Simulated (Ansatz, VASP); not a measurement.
This is a calculation of CuO for Ansatz 0.2.0.

input.yaml

```yaml
crystal:
  lattice:
    - [0.0, 2.3116331135, 2.3116331135]
    - [2.3116331135, 0.0, 2.3116331135]
    - [2.3116331135, 2.3116331135, 0.0]
  atoms:
    - { symbol: Cu, position: [0.0, 0.0, 0.0] }
    - { symbol: O, position: [0.25, 0.25, 0.25] }
hamiltonian:
  xc: pbe
  pseudopotentials: { kind: paw }
kpoints:
  mp_grid: { grid: [10, 10, 10] }
scf:
  occupations: { method: fermi_dirac, width: 0.05 }
output:
  forces: true
  stress: true
  eigenvalues: true
```

Potentials or basis: Ansatz PAW.

Launch:

```console
$ ansatz run input.yaml --threads 2 --pin off --max-ram 5120MiB --backend cpu --events-out ev --progress --plain --runs-dir out
```

Q: Set up the same calculation for VASP 6.6.1. Potentials there: VASP PAW PBE potentials, release 64 (Cu, O).

A: As run (the cutoff follows the program's own potentials):

The input INCAR:

```
ALGO = Normal ; EDIFF = 1E-7
ENCUT = 520 ; GGA = PE
ISIF = 2 ; ISMEAR = -1
LASPH = T ; LCHARG = F
LREAL = F ; LWAVE = F
NBANDS = 16 ; NELM = 60
PREC = Accurate ; SIGMA = 0.05
```

File KPOINTS:

```
k-points
0
Gamma
  10 10 10
```

The input POSCAR:

```
CuO
1.0
    0.0000000000      2.3116331135      2.3116331135
    2.3116331135      0.0000000000      2.3116331135
    2.3116331135      2.3116331135      0.0000000000
Cu O
1 1
Direct
    0.0000000000      0.0000000000      0.0000000000
    0.2500000000      0.2500000000      0.2500000000
```

Potentials or basis: VASP PAW PBE potentials, release 64 (Cu, O).

Run with:

```sh
$ cat potpaw_PBE.64/Cu/POTCAR potpaw_PBE.64/O/POTCAR > POTCAR
$ mpirun -np 1 vasp_std > vasp.out
```

Both were run:

|  | VASP | Ansatz | Ansatz less VASP |
| --- | --- | --- | --- |
| gap on the k mesh at the Fermi level (eV) | none | none | - |
| pressure (GPa) | -7.1 | -7.6 | -0.50 |

A gap of «none» marks a metal or a gap that the smearing closes. With one functional, cell and mesh, what is left measures potentials, basis and numerics. The two sets of potentials don't hold the same shells in valence.

Caveats: an odd number of electrons without spin polarisation forces a metal; a magnetic or distorted state may lie lower; the run has no spin polarisation, though such a crystal can be magnetic; semilocal functionals often make such compounds metallic where correlation or magnetic order opens a gap, which also shifts bond lengths; the pressure holds a Pulay correction of +0.6 GPa for the finite cutoff (Ansatz).
